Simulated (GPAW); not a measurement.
Crystal: Sn.

```xyz
1
Lattice="-1.7265 1.7755 2.3383 1.7265 -1.7755 2.3383 1.7265 1.7755 -2.3383" Properties=species:S:1:pos:R:3 pbc="T T T"
Sn    0.0000    0.0000    0.0000
```

This isn't the form of Sn at room conditions, which is tetragonal (white tin).

- Program: GPAW 26.7.0
- Task: relaxation of cell and atoms
- Functional: PBEsol
- Dispersion: D3(BJ)+ATM
- Potentials or basis: PAW data sets generated in the run's folder for this functional
- Cutoff: 600 eV
- Basis: pw
- k mesh: 8 × 8 × 8
- Occupations: fermi-dirac, width 0.05 eV
- Spin: no spin polarisation

At the start: pressure -5.9 GPa; volume 28.67 Å³/atom.

Question: Where does the relaxation end?

Answer: Over 21 steps the energy falls by 89.1 meV/atom and the volume is 25.08 Å³/atom (-12.5 %); space group Immm (No. 71, to 0.05 Å).

The path:
```tsv
step	energy change (eV)	largest force (eV/Å)	pressure (GPa)	volume (Å³)
1	0.0000	0.0000	-5.91	28.67
2	-0.0406	0.0000	-4.20	27.40
3	-0.0718	0.0000	1.06	24.86
4	-0.0740	0.0000	0.02	25.24
5	-0.0759	0.0000	-0.30	25.34
6	-0.0780	0.0000	-0.36	25.33
7	-0.0785	0.0000	-0.15	25.25
8	-0.0791	0.0000	0.19	25.12
9	-0.0814	0.0000	1.01	24.83
10	0.0910	0.0000	16.07	21.25
11	-0.0867	0.0000	0.28	25.04
12	-0.0870	0.0000	0.65	24.88
13	-0.0871	0.0000	0.72	24.85
14	-0.0878	0.0000	0.87	24.77
15	-0.0764	0.0000	1.38	24.54
16	-0.0881	0.0000	0.86	24.77
17	-0.0882	0.0000	0.83	24.77
18	-0.0884	0.0000	0.66	24.83
19	-0.0887	0.0000	0.42	24.92
20	-0.0890	0.0000	0.06	25.05
21	-0.0891	0.0000	-0.05	25.08
```

Final structure:
```
CELL_PARAMETERS angstrom
-1.71730 1.75030 2.08624
1.71730 -1.75030 2.08624
1.71730 1.75030 -2.08624
ATOMIC_POSITIONS crystal
Sn 0.00000 0.00000 0.00000
```

Caveat: later steps reuse the first step's grids; pairwise dispersion overbinds metals, which lowers pressure and volume.
